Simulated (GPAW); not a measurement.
Crystal: SnSe2.

```
Sn Se
1.0
     3.81100    0.00000    0.00000
    -1.90550    3.30042    0.00000
     0.00000    0.00000    6.13600
Sn Se
1 2
Direct
  0.00000 0.00000 0.00000
  0.66667 0.33333 0.75100
  0.33333 0.66667 0.24900
```

Base run:

| Property | Result |
| --- | --- |
| Program | GPAW 26.7.0 |
| Functional | PBE |
| Potentials or basis | GPAW PAW data sets (gpaw-data 1.2.1) |
| Cutoff | 600 eV |
| Basis | pw |
| k mesh | 8 × 8 × 5 |
| Occupations | fermi-dirac, width 0.05 eV |
| Spin | no spin polarisation |

Its results: band gap on the k mesh 0.82 eV, indirect (least direct gap 1.11 eV); largest force 0.760 eV/Å.

Task: The run is repeated on the same cell with these changes: basis from pw to lcao:dzp; k mesh from 8 × 8 × 5 to 6 × 6 × 3. What comes out?

Result: Band gap on the k mesh 0.74 eV, indirect (least direct gap 1.05 eV); largest force 1.054 eV/Å.

Several settings changed at once, so the effect can't be laid on one alone.

Caveats: spin-orbit coupling is left out, which moves the levels of the heavy elements; an odd mesh through Γ misses points on the zone boundary, where band edges often lie (some runs); the real-space grid adds noise to forces (some runs); the basis of atomic orbitals isn't converged, which shifts pressures, moduli and gaps (some runs).

Not every run made on this cell is shown here.
